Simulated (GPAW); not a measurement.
# Sb2Se3 quintuple layer monolayer in an electric field, part 2 of 2

Wanted: the out-of-plane polarisability of Sb2Se3 quintuple layer monolayer.

GPAW 26.7.0; GPAW, PAW setups; layer in a repeated cell with vacuum, relaxation of atoms and in-plane cell (the session's first sound run).

So far, dipole along the normal (e·Å): step 2 (relaxing the atoms) 3.6e-4; step 3 (the slab's potential) 3.5e-5; step 4 (field on) -0.141; step 5 (In a field) -0.0703.

### 7. In a field (continued)

Level of this step: GPAW, PAW setups; slab in vacuum (GPAW).

The electrostatic potential energy of an electron (without an applied field's), less the Fermi level, planar mean oscillates, so the rows of the table below give means over windows of 1.87 Å about each position, cut where the curve ends. Its maxima inside the range that stand out by 2 % of the span (Å: eV): 9.7: -4.23, 11.6: -0.868, 13.3: -0.949, 15.1: -4.49. Its minima: 9.0: -12.4, 10.6: -14.3, 12.4: -12.2, 14.3: -14.5, 15.9: -12.7.

Table of electrostatic potential energy of an electron (without an applied field's), less the Fermi level, planar mean by z; means over each step:

z (Å), electrostatic potential energy of an electron (without an applied field's), less the Fermi level, planar mean (eV) and a bar from the least value:
```
     0.94        5.4 ##############################
     2.81        5.4 ##############################
     4.68        5.4 ##############################
     6.54        5.3 ##############################
     8.42       -2.6 #############
    10.29       -8.5 
    12.16       -5.4 #######
    14.03       -7.6 ##
    15.90       -5.9 ######
    17.77        4.5 ############################
    19.64        5.0 #############################
    21.50        5.0 #############################
    23.38        5.0 #############################
```

### 8. In a field

Input file run.py:

```python
import json
import numpy as np
from ase import Atoms
from gpaw import GPAW, PW
from gpaw.external import ConstantElectricField

slab = Atoms(
    ['Se', 'Sb', 'Se', 'Sb', 'Se'],
    positions=[
        [-0.00000, 2.34615, 9.00000],
        [2.03182, 1.17307, 10.54935],
        [-0.00000, -0.00000, 12.44439],
        [-0.00000, 2.34615, 14.33943],
        [2.03182, 1.17307, 15.88878]],
    cell=[[4.06364, 0.0, 0.0], [-2.03182, 3.51921, 0.0], [0.0, 0.0, 24.8888]],
    pbc=[True, True, False])

slab.calc = GPAW(mode=PW(400), xc='PBE', kpts={'size': (9, 9, 1), 'gamma': True},
                 occupations={'name': 'fermi-dirac', 'width': 0.05}, nbands='160%',
                 convergence={'density': 1e-05}, maxiter=200,
                 poissonsolver={'dipolelayer': 'xy'},
                 external=ConstantElectricField(0.1, [0, 0, 1]),
                 symmetry={'tolerance': 1e-3}, txt='slab.txt')
result = {}
energy = slab.get_potential_energy()
fermi = slab.calc.get_fermi_level()
v = slab.calc.get_electrostatic_potential().mean((0, 1)) - fermi
n = slab.calc.get_pseudo_density().mean((0, 1))
L = slab.cell[2, 2]
z = np.arange(len(v)) * L / len(v)
low, high = slab.positions[:, 2].min(), slab.positions[:, 2].max()
below, above = np.interp([low - 6.8, high + 6.8], z, v)
slopes = [np.interp(x, z, np.gradient(v, z)) for x in (low - 6.8, high + 6.8)]
eps = np.array([[slab.calc.get_eigenvalues(k, s) for k in range(len(slab.calc.get_ibz_k_points()))]
                for s in range(slab.calc.get_number_of_spins())]) - fermi
top, bottom = eps[eps < 0].max(), eps[eps > 0].min()
dipole = slab.get_dipole_moment()[2]
print(f'energy {energy:.4f} eV, Fermi level {fermi:.4f} eV, dipole {dipole:.5f} e A')
print(f'potential 6.8 A off the faces, from the Fermi level: lower {below:.4f} eV, upper {above:.4f} eV')
print(f'slope of the potential there: lower {slopes[0]:.5f}, upper {slopes[1]:.5f} eV/A')
print(f'nearest levels on the mesh: {top:.4f} and {bottom:.4f} eV')
print('magnetic moment', round(slab.get_magnetic_moment(), 3))
result.update(energy=energy, fermi=fermi, dipole=dipole, below=below, above=above, slopes=slopes, edges=[top, bottom],
              z=z.tolist(), v=v.tolist(), n=n.tolist(), positions=slab.positions.tolist(),
              forces=slab.get_forces(apply_constraint=False).tolist(), moments=slab.get_magnetic_moments().tolist())
json.dump(result, open('result.json', 'w'))
```

The run is started by

```
OMP_NUM_THREADS=1 OPENBLAS_NUM_THREADS=1 python run.py
```

Output:

```text
energy -20.2968 eV, Fermi level -0.9387 eV, dipole 0.07032 e A
potential 6.8 A off the faces, from the Fermi level: lower 5.6229 eV, upper 4.7327 eV
slope of the potential there: lower 0.00010, upper 0.00018 eV/A
nearest levels on the mesh: -0.3255 and 0.2013 eV
magnetic moment 0.0
```

It took 78 s on 1 thread of INTEL XEON PLATINUM 8581C at 2.30GHz (Emerald Rapids), shared host; peak memory 0.46 GiB.

The dipole is now 0.0703 e Å, against 3.5e-5 in the run without a field.

### 9. In a field

run.py: that of step 8 with these lines changed.

```diff
@@ -21,3 +21,3 @@
                  poissonsolver={'dipolelayer': 'xy'},
-                 external=ConstantElectricField(0.1, [0, 0, 1]),
+                 external=ConstantElectricField(0.2, [0, 0, 1]),
                  symmetry={'tolerance': 1e-3}, txt='slab.txt')
```

Output:

```text
energy -20.3074 eV, Fermi level -0.9399 eV, dipole 0.14066 e A
potential 6.8 A off the faces, from the Fermi level: lower 6.0702 eV, upper 4.2896 eV
slope of the potential there: lower 0.00024, upper 0.00032 eV/A
nearest levels on the mesh: -0.3256 and 0.2012 eV
magnetic moment 0.0
```

It took 76 s on 1 thread; peak memory 0.46 GiB.

The dipole is now 0.141 e Å, against 3.5e-5 in the run without a field.

### 10. In a field

run.py: that of step 9 with these lines changed.

```diff
@@ -21,3 +21,3 @@
                  poissonsolver={'dipolelayer': 'xy'},
-                 external=ConstantElectricField(0.2, [0, 0, 1]),
+                 external=ConstantElectricField(0.3, [0, 0, 1]),
                  symmetry={'tolerance': 1e-3}, txt='slab.txt')
```

Output:

```text
energy -20.3250 eV, Fermi level -0.9419 eV, dipole 0.21106 e A
potential 6.8 A off the faces, from the Fermi level: lower 6.5193 eV, upper 3.8475 eV
slope of the potential there: lower 0.00038, upper 0.00046 eV/A
nearest levels on the mesh: -0.3257 and 0.2012 eV
magnetic moment 0.0
```

Elapsed: 82 s, on 1 thread; peak memory 0.46 GiB.

The dipole is now 0.211 e Å, against 3.5e-5 in the run without a field.

### 11. The series

The members are put on one axis.

This step: induced dipole against applied field (GPAW 26.7.0).

The dipole along the normal by field:

```csv
field (V/Å),dipole along the normal (e·Å)
-0.200,-0.141
-0.100,-0.0703
-0.050,-0.0352
0.000,3.5e-5
0.050,0.0352
0.100,0.0703
0.200,0.141
0.300,0.211
```

### 12. What came out

* work function, both faces (Fermi level placed in the gap by the smearing): 5.18 eV
* ionisation energy from the upper face (highest filled level on the mesh): 5.51 eV
* electron affinity from the upper face (lowest empty Kohn-Sham level on the mesh): 4.98 eV
* dipole along the normal: 3.5e-5 e Å, near the numerical noise
* induced dipole per field: 0.703 e Å per V/Å
* out-of-plane polarisability per area, α/(ε0 A): 8.90 Å

In words: The field induces 0.703 e Å per V/Å, a polarisable thickness α/(ε0 A) of 8.90 Å beside 6.89 Å between the outermost nuclei. A perfect conductor would give the distance between its two image planes; a dielectric of thickness t gives t(1 - 1/ε). The levels nearest the Fermi level on the mesh lie 0.527 eV apart, so the slab is gapped there: the smearing puts the Fermi level inside the gap, and from either face the ionisation energy is the work function plus 0.33 eV. Both are Kohn-Sham levels on the mesh, and semilocal gaps are too small, so the affinity tends to come out too large and the ionisation energy too small. The induced dipole is linear in the field over this range. With elements this heavy, spin-orbit coupling can move band edges by tenths of an eV. The layer's cell and atoms come from the relaxation; spin-orbit coupling and temperature are left out.

[Logs are printed without paths, hosts, clocks, repeated set-up lines and the standing remarks that a program may print on its own settings, such as how far it seeks lower states.]

[Hosts, paths, dates, database ids (printed as entryN), source tags and the programs' standing remarks are cut or masked in the printed files.]
